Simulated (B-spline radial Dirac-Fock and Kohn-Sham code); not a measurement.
**K-line shifts caused by a second vacancy in Hg⁹⁺**

System: the Hg⁹⁺ ion, configuration [Xe] 4f14 5d3.

Input of the calculation (task.json; shells as n, l, electrons):

```json
{"items": [{
  "Z": 80,
  "q": 9,
  "cfg": [[1, 0, 2], [2, 0, 2], [2, 1, 6], [3, 0, 2], [3, 1, 6], [3, 2, 10], [4, 0, 2], [4, 1, 6], [4, 2, 10], [4, 3, 14], [5, 0, 2], [5, 1, 6], [5, 2, 3]],
  "A": 202,
  "rrms": 5.4648,
  "do": ["binding", "quiet", "double"]
}]}
```

Command: `python xray_run.py task.json out`

Calculated with a radial B-spline solver, using Dirac-Fock ΔSCF + Breit + QED. Each two-hole energy is an average over J within one jj subconfiguration, not an observable level; in light atoms, where LS coupling holds, the j-resolved values are not observed lines, and for a K spectator the Kα1 hypersatellite is nearly forbidden. Correlation and solid-state effects are left out.

Lines without a spectator: Kα2 (K-L2) 68888.1 eV, Kα1 (K-L3) 70813.7 eV, Kβ3 (K-M2) 79814.6 eV, Kβ1 (K-M3) 80245.9 eV. Shifts in eV with one spectator hole (a dash: not computed, or left out as unreliable):

```tsv
spectator hole	Kα2	Kα1	Kβ3	Kβ1
K (1s)	+1106.9	+1206.7	+1438.0	+1461.5
L2 (2p1/2)	+145.8	+200.9	–	+370.7
L3 (2p3/2)	+101.2	+114.5	+264.0	–
M2 (3p1/2)	–	+32.8	+60.6	+72.1
M3 (3p3/2)	+16.08	–	+48.5	+49.7
M4 (3d3/2)	+5.25	+1.99	–	–
M5 (3d5/2)	-0.58	+4.01	–	–
```
